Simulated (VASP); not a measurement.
# Dy (P6_3/mmc) in VASP: reference runs

Reference runs on Dy: the cell as given.

Everything below comes from runs of VASP 6.6.1. Logs are shortened: lines on timing, memory, paths and dates and some standing lists are left out, and cuts for length are marked.

## (1) The crystal as given

It takes space group P6_3/mmc (No. 194, hexagonal). Conventional cell: a = 3.590 Å, b = 3.590 Å, c = 5.647 Å, α = 90.00°, β = 90.00°, γ = 120.00°. Around Dy (site symmetry -6m2) lie 12 Dy at 3.50 to 3.59 Å.

## (2) Single point, PBE, collinear spin, ferromagnetic start

Input file INCAR:

```
  PREC = Accurate
  ENCUT = 520
  EDIFF = 1E-7
  ISMEAR = -1
  SIGMA = 0.05
  LREAL = False
  LASPH = True
  NELM = 150
  ALGO = Normal
  ISIF = 2
  LWAVE = False
  LCHARG = False
  ISPIN = 2
  MAGMOM = 5 5
  LORBIT = 11
  LMAXMIX = 6
  GGA = PE
  NBANDS = 31
```

Input file KPOINTS:

```
Automatic mesh
0
Gamma
  9 9 5
```

Input file POSCAR:

```
Dy
1.0
    3.5903000000      0.0000000000      0.0000000000
   -1.7951500000      3.1092910072      0.0000000000
    0.0000000000      0.0000000000      5.6475000000
Dy
2
Direct
    0.6666666667      0.3333333333      0.7500000000
    0.3333333333      0.6666666667      0.2500000000
```

Potentials or basis: VASP PAW PBE potentials, release 64 (Dy).

Run with:

```bash
$ cat potpaw_PBE.64/Dy/POTCAR > POTCAR
$ mpirun -np 1 vasp_std > vasp.out
```

OUTCAR:

```text
PREC = Accurate
   ENCUT = 520
   EDIFF = 1E-7
   ISMEAR = -1
   LREAL = False
   LASPH = True
   NELM = 150
   ISIF = 2
   ISPIN = 2
   LORBIT = 11
   GGA = PE

 ion  position               nearest neighbor table
   1  0.667  0.333  0.750-   2 3.50   2 3.50   2 3.50   2 3.50   2 3.50   2 3.50
   2  0.333  0.667  0.250-   1 3.50   1 3.50   1 3.50   1 3.50   1 3.50   1 3.50

  LATTYP: Found a hexagonal cell.
 ALAT       =     3.5903000000
 C/A-ratio  =     1.5729883297

  Lattice vectors:

 A1 = (   3.5903000000,   0.0000000000,   0.0000000000)
 A2 = (  -1.7951500000,   3.1092910072,   0.0000000000)
 A3 = (   0.0000000000,   0.0000000000,   5.6475000000)

Analysis of symmetry for initial positions (statically):
=====================================================================
 Subroutine PRICEL returns:
 Original cell was already a primitive cell.

 Routine SETGRP: Setting up the symmetry group for a
 hexagonal supercell.

 Subroutine GETGRP returns: Found 24 space group operations
 (whereof 12 operations were pure point group operations)
 out of a pool of 24 trial point group operations.

The static configuration has the point symmetry D_3d.
 The point group associated with its full space group is D_6h.

Analysis of symmetry for dynamics (positions and initial velocities):
=====================================================================
 Subroutine PRICEL returns:
 Original cell was already a primitive cell.

 Routine SETGRP: Setting up the symmetry group for a
 hexagonal supercell.

 Subroutine GETGRP returns: Found 24 space group operations
 (whereof 12 operations were pure point group operations)
 out of a pool of 24 trial point group operations.

The dynamic configuration has the point symmetry D_3d.
 The point group associated with its full space group is D_6h.

Analysis of structural, dynamic, and magnetic symmetry:
=====================================================================
 Subroutine PRICEL returns:
 Original cell was already a primitive cell.

 Routine SETGRP: Setting up the symmetry group for a
 hexagonal supercell.

 Subroutine GETGRP returns: Found 24 space group operations
 (whereof 12 operations were pure point group operations)
 out of a pool of 24 trial point group operations.

The overall configuration has the point symmetry D_3d.
 The point group associated with its full space group is D_6h.

 Subroutine INISYM returns: Found 24 space group operations
 (whereof 12 operations are pure point group operations),
 and found     1 'primitive' translations

----------------------------------------------------------------------------------------

                                     Primitive cell

  volume of cell :      63.0447

  direct lattice vectors                    reciprocal lattice vectors
     3.590300000  0.000000000  0.000000000     0.278528257  0.160808364  0.000000000
    -1.795150000  3.109291007  0.000000000     0.000000000  0.321616728  0.000000000
     0.000000000  0.000000000  5.647500000     0.000000000  0.000000000  0.177069500

  length of vectors
     3.590300000  3.590300000  5.647500000     0.321616728  0.321616728  0.177069500

  position of ions in fractional coordinates (direct lattice)
     0.666666667  0.333333333  0.750000000
     0.333333333  0.666666667  0.250000000

  ion indices of the primitive-cell ions
   primitive index   ion index
                 1           1
                 2           2

----------------------------------------------------------------------------------------

 KPOINTS: Automatic mesh

Automatic generation of k-mesh.
 Grid dimensions read from file:
 generate k-points for:    9    9    5

 Generating k-lattice:

  Cartesian coordinates                     Fractional coordinates (reciprocal lattice)
     0.030947584  0.017867596  0.000000000     0.111111111  0.000000000  0.000000000
     0.000000000  0.035735192  0.000000000     0.000000000  0.111111111  0.000000000
     0.000000000  0.000000000  0.035413900     0.000000000  0.000000000  0.200000000

  Length of vectors
     0.035735192  0.035735192  0.035413900

  Shift w.r.t. Gamma in fractional coordinates (k-lattice)
     0.000000000  0.000000000  0.000000000

 Subroutine IBZKPT returns following result:
 ===========================================

 Found     36 irreducible k-points:

 Following reciprocal coordinates:
            Coordinates               Weight
  0.000000  0.000000  0.000000      1.000000
  0.111111  0.000000  0.000000      6.000000
  0.222222 -0.000000  0.000000      6.000000
  0.333333 -0.000000  0.000000      6.000000
  0.444444 -0.000000  0.000000      6.000000
  0.111111  0.111111  0.000000      6.000000
[... 16 lines left out ...]
  0.333333  0.222222  0.200000     24.000000
  0.333333  0.333333  0.200000      4.000000
 [... further k-points ...]
   k-points           NKPTS =     36   k-points in BZ     NKDIM =     36   number of bands    NBANDS=     31
   number of dos      NEDOS =    301   number of ions     NIONS =      2
   total plane-waves  NPLWV =  32928
   dimension x,y,z NGX =    28 NGY =   28 NGZ =   42
   dimension x,y,z NGXF=    56 NGYF=   56 NGZF=   84
   ions per type =               2
   NGX,Y,Z   is equivalent  to a cutoff of  12.97, 12.97, 12.36 a.u.
   NGXF,Y,Z  is equivalent  to a cutoff of  25.93, 25.93, 24.73 a.u.
 SYSTEM =  unknown system
   PREC   = accura    normal or accurate (medium, high low for compatibility)
   ISTART =      0    job   : 0-new  1-cont  2-samecut
   ICHARG =      2    charge: 1-file 2-atom 10-const
   ISPIN  =      2    spin polarized calculation?
   LNONCOLLINEAR =      F non collinear calculations
   LSORBIT =      F    spin-orbit coupling
   LASPH  =      T    aspherical Exc in radial PAW
   ENCUT  =  520.0 eV  38.22 Ry    6.18 a.u.   6.68  6.68 10.50*2*pi/ulx,y,z
   NELM   =    150;   NELMIN=  2; NELMDL= -5     # of ELM steps
   EDIFF  = 0.1E-06   stopping-criterion for ELM
   LREAL  =      F    real-space projection
   EDIFFG = 0.1E-05   stopping-criterion for IOM
   NSW    =      0    number of steps for IOM
   IBRION =     -1    ionic relax: 0-MD 1-quasi-New 2-CG
   NFREE  =      0    steps in history (QN), initial steepest desc. (CG)
   ISIF   =      2    stress and relaxation
   ISYM   =      2    0-nonsym 1-usesym 2-fastsym
   POTIM  = 0.5000    time-step for ionic-motion
   TEBEG  =    0.0;   TEEND  =   0.0 temperature during run
   PSTRESS=    0.0 pullay stress
   NELECT =      40.0000    total number of electrons
   NUPDOWN=      -1.0000    fix difference up-down
   EMIN   =  10.00;   EMAX   =-10.00  energy-range for DOS
   EFERMI =   0.00;   METHOD = LEGACY
   ISMEAR =    -1;   SIGMA  =   0.05  broadening in eV -4-tet -1-fermi 0-gaus
   EFERMI_NEDOS =   21; number of points for ismear=-14 and -15
   IALGO  =     38    algorithm
   IMIX   =      4    mixing-type and parameters
     AMIX     =   0.40;   BMIX     =  1.00
     AMIX_MAG =   1.60;   BMIX_MAG =  1.00
  volume/ion in A,a.u.               =      31.52       212.72
  Fermi-wavevector in a.u.,A,eV,Ry     =   1.406734  2.658342 26.924584  1.978901
  Thomas-Fermi vector in A             =   2.529065
   LORBIT       =     11    0 simple, 1 ext, 2 COOP (PROOUT), +10 PAW based schemes
   GGA     = PE    functional components
   LHFCALC =     F    Hartree Fock is set to
   AEXX    =    0.0000 exact exchange contribution
   IVDW    =     0    specifies the selected vdW correction
   LEPSILON=     F    determine dielectric tensor
   LRPA    =     F    only Hartree local field effects (RPA)
 spin polarized calculation
  energy-cutoff  :      520.00
  volume of cell :       63.04
 maximum number of plane-waves:      1743
 NGX is ok and might be reduce to    28
   NGX = 13   NGY = 13   NGZ = 21

 number of electron      39.9999978 magnetization      11.5620719

 number of electron      39.9999980 magnetization       9.6329858

 Free energy of the ion-electron system (eV)
  ---------------------------------------------------
  ext. energy  EPLUGINS =         0.00000000
  ---------------------------------------------------
  free energy    TOTEN  =       -15.75568201 eV

  energy without entropy =      -15.65189189  energy(sigma->0) =      -15.70378695

 E-fermi :   2.7651     XC(G=0): -10.1516

 val. band max:        2.7629477586   @ k =   0.4444  -0.0000   0.2000
 cond. band min:       2.7651895232   @ k =   0.2222   0.1111   0.4000
 fundamental gap:      0.0022417646
 Fermi energy:         2.7651479444

 spin component 1

 k-point     1 :       0.0000    0.0000    0.0000
  band No.  band energies     occupation
      1     -44.3481      1.00000
      2     -44.2813      1.00000
      3     -20.6632      1.00000
      4     -19.9143      1.00000
      5     -19.8905      1.00000
      6     -19.8905      1.00000
[... 23 lines left out ...]
     30       5.5065      0.00000
     31       5.9312      0.00000

 k-point     2 :       0.1111    0.0000    0.0000
  band No.  band energies     occupation
      1     -44.3426      1.00000
      2     -44.2794      1.00000
      3     -20.6362      1.00000
      4     -19.9472      1.00000
      5     -19.9272      1.00000
      6     -19.9096      1.00000
[... 23 lines left out ...]
     30       5.5728      0.00000
     31       5.6524      0.00000

 k-point     3 :       0.2222   -0.0000    0.0000
  band No.  band energies     occupation
      1     -44.3281      1.00000
      2     -44.2751      1.00000
      3     -20.5614      1.00000
      4     -20.0910      1.00000
      5     -19.9809      1.00000
      6     -19.9660      1.00000
[... 703 lines left out ...]
     30       7.4808      0.00000
     31       7.9861      0.00000

 k-point    24 :       0.3333    0.3333    0.2000
  band No.  band energies     occupation
      1     -44.2789      1.00000
      2     -44.2789      1.00000
      3     -20.3303      1.00000
      4     -20.3303      1.00000
      5     -20.2625      1.00000
      6     -20.0623      1.00000
[... 23 lines left out ...]
     30       7.6073      0.00000
     31       8.2688      0.00000

 [... further k-points ...]

 spin component 2

 k-point     1 :       0.0000    0.0000    0.0000
  band No.  band energies     occupation
      1     -42.2590      1.00000
      2     -42.1809      1.00000
      3     -19.1757      1.00000
      4     -18.3924      1.00000
      5     -18.3924      1.00000
      6     -18.3153      1.00000
[... 23 lines left out ...]
     30       6.1154      0.00000
     31       6.6692      0.00000

 k-point     2 :       0.1111    0.0000    0.0000
  band No.  band energies     occupation
      1     -42.2525      1.00000
      2     -42.1786      1.00000
      3     -19.1445      1.00000
      4     -18.4586      1.00000
      5     -18.4145      1.00000
      6     -18.3355      1.00000
[... 23 lines left out ...]
     30       6.2860      0.00000
     31       6.3885      0.00000

 k-point     3 :       0.2222   -0.0000    0.0000
  band No.  band energies     occupation
      1     -42.2354      1.00000
      2     -42.1734      1.00000
      3     -19.0581      1.00000
      4     -18.6263      1.00000
      5     -18.5029      1.00000
      6     -18.4674      1.00000
[... 703 lines left out ...]
     30       8.2060      0.00000
     31       8.7056      0.00000

 k-point    24 :       0.3333    0.3333    0.2000
  band No.  band energies     occupation
      1     -42.1775      1.00000
      2     -42.1775      1.00000
      3     -18.8454      1.00000
      4     -18.8454      1.00000
      5     -18.8259      1.00000
      6     -18.5959      1.00000
[... 23 lines left out ...]
     30       8.3468      0.00000
     31       8.9705      0.00000

 [... further k-points ...]

------------------------ aborting loop because EDIFF is reached ----------------------------------------

  FORCE on cell =-STRESS in cart. coord.  units (eV):
  Direction    XX          YY          ZZ          XY          YZ          ZX
  --------------------------------------------------------------------------------------
  -------------------------------------------------------------------------------------
  Total        0.5228118      0.5228118      1.1519232      0.0000000     -0.0000000     -0.0000000
  in kB       13.2864100     13.2864100     29.2742487      0.0000000     -0.0000000     -0.0000000
  external PRESSURE =      18.6156895 kB  Pullay stress =       0.0000000 kB

 VOLUME and BASIS-vectors are now :
 -----------------------------------------------------------------------------
  energy-cutoff  :      520.00
  volume of cell :       63.04
      direct lattice vectors                 reciprocal lattice vectors
     3.590300000  0.000000000  0.000000000     0.278528257  0.160808364  0.000000000
    -1.795150000  3.109291007  0.000000000     0.000000000  0.321616728  0.000000000
     0.000000000  0.000000000  5.647500000     0.000000000  0.000000000  0.177069500

 POSITION                                       TOTAL-FORCE (eV/Angst)
 -----------------------------------------------------------------------------------
      1.79515      1.03643      4.23562        -0.000000      0.000000      0.000000
     -0.00000      2.07286      1.41187         0.000000     -0.000000      0.000000
 -----------------------------------------------------------------------------------
    total drift:                               -0.000000      0.000000     -0.000000

  FREE ENERGIE OF THE ION-ELECTRON SYSTEM (eV)
  ---------------------------------------------------
  free  energy   TOTEN  =       -15.7556820150 eV

  energy  without entropy=      -15.6518918866  energy(sigma->0) =      -15.70378695

 total charge

# of ion       s       p       d       f       tot
--------------------------------------------------
    1        2.167   5.808   0.529   9.263  17.768
    2        2.167   5.808   0.529   9.263  17.768
--------------------------------------------------
tot          4.334  11.616   1.059  18.527  35.536

 magnetization (x)

# of ion       s       p       d       f       tot
--------------------------------------------------
    1        0.010  -0.045   0.082   4.583   4.630
    2        0.010  -0.045   0.082   4.583   4.630
--------------------------------------------------
tot          0.019  -0.090   0.164   9.167   9.260
```

Run time: 7.9 min. Hardware: 1 thread of Intel Xeon Platinum 8488C (Sapphire Rapids), shared host; peak memory 0.28 GiB.

Results:

```yaml
Free_energy: -15.7557 eV
Pressure: 1.9 GPa
Band_gap_on_the_k_mesh: none (metal or under the smearing width)
Net_moment: 9.63 μB per cell
Site_moments: Dy +4.63 μB
Valence_electrons_inside_the_program's_atomic_spheres: Dy 17.77
```

Caveat: the magnetic or orbital state may not be the lowest; spin-orbit coupling is left out, which moves the levels of the heavy elements. The state reached can hang on the start; a lower one may exist.
